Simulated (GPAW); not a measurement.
# MoS2 (P6_3/mmc) in GPAW: a series of runs, part 2 of 3

GPAW 26.7.0. The steps go on from the part before.

## (4) Dielectric tensor, LDA

run.py reads:

```python
import numpy as np
from ase import Atoms
from ase.dft.bandgap import bandgap
from ase.io import write
from gpaw import GPAW, PW
from gpaw.response.df import DielectricFunction

atoms = Atoms(['Mo', 'Mo', 'S', 'S', 'S', 'S'],
              cell=[[3.169, 0.0, 0.0],
                    [-1.5845, 2.7444345046, 0.0],
                    [0.0, 0.0, 12.324]],
              scaled_positions=[[0.6666666667, 0.3333333333, 0.75],
                                [0.3333333333, 0.6666666667, 0.25],
                                [0.6666666667, 0.3333333333, 0.377],
                                [0.3333333333, 0.6666666667, 0.877],
                                [0.6666666667, 0.3333333333, 0.123],
                                [0.3333333333, 0.6666666667, 0.623]],
              pbc=True)

calc = GPAW(mode=PW(450),
            xc='LDA',
            kpts={'size': (8, 8, 2), 'gamma': True},
            occupations={'name': 'fermi-dirac', 'width': 0.001},
            nbands=46,
            convergence={'density': 1e-06},
            maxiter=150,
            txt='gpaw.txt')
atoms.calc = calc
energy = atoms.get_potential_energy()
calc.write('gs.gpw')
write('result.traj', atoms)
print(f'Energy: {energy:.6f} eV')
print('Fermi level:', round(calc.get_fermi_level(), 4), 'eV')
print(f'Gap: {bandgap(calc)[0]:.4f} eV, direct: {bandgap(calc, direct=True)[0]:.4f} eV')

for size in [(9, 9, 2), (13, 13, 3)]:
    name = 'x'.join(str(n) for n in size)
    dense = calc.fixed_density(kpts={'size': size, 'gamma': True},
                               nbands=80, convergence={'bands': 74, 'eigenstates': 1e-7},
                               update_fermi_level=True, txt=f'dense-{name}.txt')
    dense.write(f'{name}.gpw', mode='all')
    df = DielectricFunction(f'{name}.gpw', frequencies=np.array([0.0]), hilbert=False, eta=0.001,
                            ecut=80, nbands=74, intraband=False, txt=f'df-{name}.txt')
    for xc in ['RPA', 'Bootstrap', 'ALDA_X']:
        for direction in ['x', 'y', 'z', [0, 1, 1], [1, 0, 1], [1, 1, 0]]:
            e0, e = df.get_macroscopic_dielectric_constant(xc=xc, direction=direction)
            print(f'{name} {xc} {direction}: {e0:.4f} without, {e:.4f} with local fields')
```

Potentials or basis: the program's PAW data sets (release 1.2.1) made for this functional, pw.

Run with:

```bash
> OMP_NUM_THREADS=1 python run.py
```

gpaw.txt:

```text
__  _  _
 | _ |_)|_||  |
 |__||  | ||/\| - 26.7.0

Input parameters:
  mode=PW(ecut=450.00000000000006),
  convergence={'density': 1e-06},
  kpts=MonkhorstPack(size=(8, 8, 2), gamma=True),
  maxiter=150,
  nbands=46,
  occupations=Occupations(name='fermi-dirac', width=0.001),
  xc=XC(name='LDA')

Diagonalizing LCAO Hamiltonian
Converting LCAO to pw mode

        S

           Mo
        S

           S
        Mo

           S

Atoms  # Å, Bohr magnetons
|   | symbol |         x |        y |         z |    initial magnetic moments |
|---|--------|-----------|----------|-----------|-----------------------------|
| 0 |     Mo |  1.584500 | 0.914812 |  9.243000 | ( 0.0000,  0.0000,  0.0000) |
| 1 |     Mo | -0.000000 | 1.829623 |  3.081000 | ( 0.0000,  0.0000,  0.0000) |
| 2 |      S |  1.584500 | 0.914812 |  4.646148 | ( 0.0000,  0.0000,  0.0000) |
| 3 |      S | -0.000000 | 1.829623 | 10.808148 | ( 0.0000,  0.0000,  0.0000) |
| 4 |      S |  1.584500 | 0.914812 |  1.515852 | ( 0.0000,  0.0000,  0.0000) |
| 5 |      S | -0.000000 | 1.829623 |  7.677852 | ( 0.0000,  0.0000,  0.0000) |

Unit cell  # Å
| periodic |         x |        y |         z |   lengths |     angles |
|----------|-----------|----------|-----------|-----------|------------|
|      yes |  3.169000 | 0.000000 |  0.000000 |  3.169000 |  90.000000 |
|      yes | -1.584500 | 2.744435 |  0.000000 |  3.169000 |  90.000000 |
|      yes |  0.000000 | 0.000000 | 12.324000 | 12.324000 | 120.000000 |

Number of symmetries: 12
Symmetry operations  # r_c * U_cc + t_c -> r_c
|    | kind |            matrix            |
|----|------|------------------------------|
|  0 |  σ   |  1, 1, 0,  0,-1, 0,  0, 0, 1 |
|  1 |  S6  |  1, 1, 0, -1, 0, 0,  0, 0,-1 |
|  2 |  E   |  1, 0, 0,  0, 1, 0,  0, 0, 1 |
|  3 |  C2  |  1, 0, 0, -1,-1, 0,  0, 0,-1 |
|  4 |  C2  |  0, 1, 0,  1, 0, 0,  0, 0,-1 |
|  5 |  C3  |  0, 1, 0, -1,-1, 0,  0, 0, 1 |
|  6 |  S6  |  0,-1, 0,  1, 1, 0,  0, 0,-1 |
|  7 |  σ   |  0,-1, 0, -1, 0, 0,  0, 0, 1 |
|  8 |  σ   | -1, 0, 0,  1, 1, 0,  0, 0, 1 |
|  9 |  i   | -1, 0, 0,  0,-1, 0,  0, 0,-1 |
| 10 |  C3  | -1,-1, 0,  1, 0, 0,  0, 0, 1 |
| 11 |  C2  | -1,-1, 0,  0, 1, 0,  0, 0,-1 |

BZ-sampling:
  Number of BZ points: 128
  Number of IBZ points: 20

  Monkhorst-Pack size: [8, 8, 2]
  Monkhorst-Pack shift: [0.0625, 0.0625, 0.25]

K-points  # in reciprocal-cell coordinates
|     |                                coordinates |     weight |
|-----|--------------------------------------------|------------|
|   0 | (  0.00000000,   0.00000000,   0.00000000) | 0.00781250 |
[... 60 lines left out ...]

  S:
    name:    Sulfur
    Z:       16.0
    valence: 6
    core:    10
    charge:  0.0  # [|e|]
    compensation charges:
      type: gauss
      rc: 0.24  # [Å]
      lmax: 2
    cutoffs:
      filter: 1.77  # [Å]
      core: 1.66  # [Å]
    projectors
    | kind |    occ | energy [eV] | rcut [Å] |
    |------|--------|-------------|----------|
    |   3s |  2.000 |     -17.278 |    0.974 |
    |   3p |  4.000 |      -7.106 |    0.979 |
    |    s |        |       9.933 |    0.974 |
    |    p |        |      20.105 |    0.979 |
    |    d |        |       0.000 |    0.900 |

    Using partial waves for S as LCAO basis

Reference energy: -263337.961849  # eV

eigensolver:
  PPCG
  Converge bands: occupied
  niter=2

density mixing:
  MSR1-Mixer
  Pratt-step length: 0.05
  Maximum mixing coefficient: 0.75
  Old densities: 10
  SVD Regularization: 0.005
  Good broyden scale: 1.0
  Trust region scale: 1.0
  Backstep threshold: 4.0
  History deletion threshold: 6.0
  Fourier metric: weight=20.0, sigma=0.015

occupation numbers:
  Fermi-Dirac:
    width: 0.0010  # eV

poisson solver:
  ecut: 3600.0000000000005  # eV

xc functional:
  name: None

convergence criteria:
- Maximum integral of absolute [dens]ity change: 1e-06 electrons / valence electron
- Maximum [total energy] change in last 3 cyles: 0.0005 eV / valence electron
- Maximum integral of absolute [eigenst]ate change: 4e-08 eV^2 / valence electron
maximum number of iterations: 150

SCF iterations
|iter     | |      energy | eigst |  dens |
|---------|-|-------------|-------|-------|
|iter:   1| |  -52.614216 | +0.49 |       |
|iter:   2| |  -51.816619 | -1.18 | -0.99 |
|iter:   3| |  -49.802272 | -1.16 | -1.07 |
|iter:   4| |  -49.632328 | -1.96 | -1.46 |
|iter:   5| |  -49.616259 | -2.60 | -1.79 |
|iter:   6| |  -49.621365c| -3.14 | -2.07 |
|iter:   7| |  -49.604632c| -3.74 | -2.29 |
|iter:   8| |  -49.604546c| -5.26 | -3.02 |
|iter:   9| |  -49.604548c| -6.12 | -3.45 |
|iter:  10| |  -49.604548c| -7.59c| -4.40 |
|iter:  11| |  -49.604548c| -7.99c| -4.93 |
|iter:  12| |  -49.604548c| -8.62c| -5.56 |
|iter:  13| |  -49.604548c| -9.12c| -6.21c|

Converged in 13 steps
Energy contributions relative to reference atoms: (reference = -263337.961849)

Energy contributions:
  Kinetic:          -7.855357
  Coulomb:          -4.890405
  Zero:             -0.333163
  External:          0.000000
  Xc:              -36.525623
  Entropy:           0.000000
  Spinorbit:         0.000000
  ----------------------------
  Free energy:     -49.604548
  Extrapolated:    -49.604548

dipole moment: (0.000001, 0.000002, 0.000007)  # |e|*Ang

Fermi level: 8.773
Eigenvalues  # (at kpt = [0.000, 0.000, 0.000])
| band index |      eig [eV] | occ [0-2] |
|------------|---------------|-----------|
|          0 |       -53.474 |     2.000 |
|        ... |               |           |
|         18 |         4.693 |     2.000 |
|         19 |         5.777 |     2.000 |
|         20 |         5.777 |     2.000 |
|         21 |         5.824 |     2.000 |
|         22 |         5.824 |     2.000 |
|         23 |         6.750 |     2.000 |
[... 8 lines left out ...]
|         32 |        10.375 |     0.000 |
|         33 |        10.375 |     0.000 |
|        ... |               |           |
|         45 |        20.290 |     0.000 |

Gap: 0.903 eV
Transition (v -> c):
  (s=0, k=0, n=25, [0.00, 0.00, 0.00]) -> (s=0, k=8, n=26, [0.38, -0.12, 0.00])
Direct/indirect transitions are different
Direct gap: 1.911 eV
Transition at: (s=0, k=12, n=25, [0.38, 0.38, 0.00])
# Writing to gs.gpw (mode='')
```

stdout:

```text
Energy: -49.604548 eV
Fermi level: 8.7732 eV
Gap: 0.9034 eV, direct: 1.9112 eV
9x9x2 RPA x: 14.9616 without, 13.8993 with local fields
9x9x2 RPA y: 14.9616 without, 13.8993 with local fields
9x9x2 RPA z: 9.4877 without, 6.2659 with local fields
9x9x2 RPA [0, 1, 1]: 12.2247 without, 10.0826 with local fields
[... 22 lines left out ...]
13x13x3 Bootstrap z: 9.4487 without, 6.7716 with local fields
13x13x3 Bootstrap [0, 1, 1]: 12.1680 without, 10.7695 with local fields
13x13x3 Bootstrap [1, 0, 1]: 12.1680 without, 10.7695 with local fields
13x13x3 Bootstrap [1, 1, 0]: 14.8874 without, 14.6945 with local fields
13x13x3 ALDA_X x: 14.8874 without, 14.3735 with local fields
13x13x3 ALDA_X y: 14.8874 without, 14.3735 with local fields
13x13x3 ALDA_X z: 9.4487 without, 6.4350 with local fields
13x13x3 ALDA_X [0, 1, 1]: 12.1680 without, 10.4042 with local fields
13x13x3 ALDA_X [1, 0, 1]: 12.1680 without, 10.4042 with local fields
13x13x3 ALDA_X [1, 1, 0]: 14.8874 without, 14.3735 with local fields
```

df-9x9x2.txt:

```text
FrequencyGridDescriptor(from 0.000 to 0.000 eV, 1 points)
FrequencyGridDescriptor(from 0.000 to 0.000 eV, 1 points)

Calculating chi0 body with:
    Ground state adapter containing:
    Number of spins: 1
    Number of kpoints: 162
    Number of irreducible kpoints: 24
    Number of completely occupied states: 26
    Number of partially occupied states: 26
[... 370 lines left out ...]
      (3,3)   0.00000000  0.00000000  yes
      (4,-4)  0.00000000  0.00000000  yes
      (4,-3)  0.00003422  0.00000087  yes
      (4,-2)  0.00000000  0.00000000  yes
      (4,-1)  0.00000000  0.00000000  yes
      (4,0)   0.00001439  0.00000134  yes
      (4,1)   0.00000000  0.00000000  yes
      (4,2)   0.00000000  0.00000000  yes
      (4,3)   0.00000000  0.00000000  yes
      (4,4)   0.00000000  0.00000000  yes
      In total: 0.9999999252995077 of the surface norm square is covered on average
      In total: 0.9999999252995077 of the surface norm square could be covered on average

Finished calculating f(G)
```

It took 4.8 min on 1 thread of AMD EPYC 9R45 (Zen 5), shared host; peak memory 1.9 GiB.

What came out:

```
Free energy                             : -49.6045 eV
Band gap on the k mesh                  : 0.90 eV, indirect (least direct gap 1.91 eV)
Electronic dielectric tensor (diagonal) : 13.83, 13.83, 6.23
```

Electronic dielectric tensor:
```
13.83  0.00  0.00
 0.00 13.83  0.00
 0.00  0.00  6.23
```

Caveat: the long-wavelength limit can be off by several per cent where d states take part; an odd mesh through Γ misses points on the zone boundary, where band edges often lie.

## (5) Dielectric tensor, PBE

run.py: that of step 4 with these lines changed.

```diff
@@ -20,3 +20,3 @@
 calc = GPAW(mode=PW(450),
-            xc='LDA',
+            xc='PBE',
             kpts={'size': (8, 8, 2), 'gamma': True},
@@ -43,3 +43,3 @@
                             ecut=80, nbands=74, intraband=False, txt=f'df-{name}.txt')
-    for xc in ['RPA', 'Bootstrap', 'ALDA_X']:
+    for xc in ['RPA', 'LR0.2', 'LR0.1']:
         for direction in ['x', 'y', 'z', [0, 1, 1], [1, 0, 1], [1, 1, 0]]:
```

Potentials or basis: GPAW PAW data sets (gpaw-data 1.2.1), pw.

Run with:

```bash
> OMP_NUM_THREADS=1 python run.py
```

gpaw.txt:

```text
__  _  _
 | _ |_)|_||  |
 |__||  | ||/\| - 26.7.0

Input parameters:
  mode=PW(ecut=450.00000000000006),
  convergence={'density': 1e-06},
  kpts=MonkhorstPack(size=(8, 8, 2), gamma=True),
  maxiter=150,
  nbands=46,
  occupations=Occupations(name='fermi-dirac', width=0.001),
  xc=XC(name='PBE')

Diagonalizing LCAO Hamiltonian
Converting LCAO to pw mode

        S

           Mo
        S

           S
        Mo

           S

Atoms  # Å, Bohr magnetons
|   | symbol |         x |        y |         z |    initial magnetic moments |
|---|--------|-----------|----------|-----------|-----------------------------|
[... 164 lines left out ...]
|---------|-|-------------|-------|-------|
|iter:   1| |  -47.141019 | +0.50 |       |
|iter:   2| |  -46.287033 | -1.16 | -0.98 |
|iter:   3| |  -44.237378 | -1.13 | -1.05 |
|iter:   4| |  -44.121733 | -1.97 | -1.46 |
|iter:   5| |  -44.123697 | -2.58 | -1.77 |
|iter:   6| |  -44.116753c| -3.08 | -2.04 |
|iter:   7| |  -44.111567c| -4.05 | -2.53 |
|iter:   8| |  -44.111469c| -5.31 | -3.06 |
|iter:   9| |  -44.111478c| -6.23 | -3.56 |
|iter:  10| |  -44.111478c| -7.59c| -4.39 |
|iter:  11| |  -44.111478c| -8.10c| -4.96 |
|iter:  12| |  -44.111478c| -8.63c| -5.59 |
|iter:  13| |  -44.111478c| -9.16c| -6.12c|

Converged in 13 steps
Energy contributions relative to reference atoms: (reference = -263698.624853)

Energy contributions:
  Kinetic:          -1.076006
  Coulomb:         -11.072684
  Zero:             -0.354549
  External:          0.000000
  Xc:              -31.608239
  Entropy:          -0.000000
  Spinorbit:         0.000000
  ----------------------------
  Free energy:     -44.111478
  Extrapolated:    -44.111478

dipole moment: (0.000001, 0.000002, 0.000007)  # |e|*Ang

Fermi level: 9.076
Eigenvalues  # (at kpt = [0.000, 0.000, 0.000])
| band index |      eig [eV] | occ [0-2] |
|------------|---------------|-----------|
|          0 |       -53.402 |     2.000 |
|        ... |               |           |
|         18 |         4.937 |     2.000 |
|         19 |         6.019 |     2.000 |
|         20 |         6.019 |     2.000 |
|         21 |         6.065 |     2.000 |
|         22 |         6.065 |     2.000 |
|         23 |         6.993 |     2.000 |
[... 8 lines left out ...]
|         32 |        10.600 |     0.000 |
|         33 |        10.600 |     0.000 |
|        ... |               |           |
|         45 |        20.563 |     0.000 |

Gap: 0.973 eV
Transition (v -> c):
  (s=0, k=0, n=25, [0.00, 0.00, 0.00]) -> (s=0, k=8, n=26, [0.38, -0.12, 0.00])
Direct/indirect transitions are different
Direct gap: 1.911 eV
Transition at: (s=0, k=12, n=25, [0.38, 0.38, 0.00])
# Writing to gs.gpw (mode='')
```

It took 4.7 min on 1 thread of Intel Xeon 6975P-C (Granite Rapids), shared host; peak memory 0.66 GiB.

What came out:

```yaml
Free_energy: -44.1115 eV
Band_gap_on_the_k_mesh: 0.97 eV, indirect (least direct gap 1.91 eV)
Electronic_dielectric_tensor_diagonal: 13.56, 13.56, 5.87
```

Electronic dielectric tensor:
```
13.56  0.00  0.00
 0.00 13.56  0.00
 0.00  0.00  5.87
```

Caveat: the long-wavelength limit can be off by several per cent where d states take part; an odd mesh through Γ misses points on the zone boundary, where band edges often lie.

(Part 2 of 3 ends here.)
